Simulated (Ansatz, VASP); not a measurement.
WC: VASP and Ansatz over several settings

```
CELL_PARAMETERS angstrom
0.00000 2.14792 2.14792
2.14792 0.00000 2.14792
2.14792 2.14792 0.00000
ATOMIC_POSITIONS crystal
W 0.00000 0.00000 0.00000
C 0.50000 0.50000 0.50000
```

Measurements of this composition are mostly on another form, of space group No. 187.

Single points on this cell with VASP 6.6.1 and Ansatz 0.2.0. Each row is one pair of runs. Alike in all rows: spin: off; k mesh: 10 × 10 × 10; smearing: fermi-dirac, width 0.05 eV.

| level | VASP's potentials, cutoff | Ansatz's potentials, cutoff | gap on the k mesh at the Fermi level (eV), VASP | gap on the k mesh at the Fermi level (eV), Ansatz | pressure (GPa), VASP | pressure (GPa), Ansatz |
| --- | --- | --- | --- | --- | --- | --- |
| LDA | VASP PAW LDA potentials, release 64 (W_sv, C), 520 eV | Ansatz PAW, 420 eV | none | none | 10.3 | 7.7 |
| PBEsol | VASP PAW PBE potentials, release 64 (W_sv, C), 520 eV | Ansatz PAW, 420 eV | none | none | 15.6 | 14.3 |
| r2SCAN | VASP PAW PBE potentials, release 64 (W_sv, C), 520 eV | Ansatz PAW, 500 eV | none | none | 22.0 | 20.0 |

Pressure (GPa): the two programs differ by at most 2.59.

A gap of «none» marks a metal or a gap that the smearing closes.

Caveats: so large a pressure means that the cell lies far from this level's equilibrium, or that cutoff or potentials fall short (VASP); the potentials were made for another functional, which shifts forces and pressure (VASP); the pressure holds a Pulay correction of +0.4 GPa for the finite cutoff (Ansatz); the PAW data sets come from PBE, with cores solved anew for the run's functional, which leaves a small shift of forces and pressure (Ansatz).
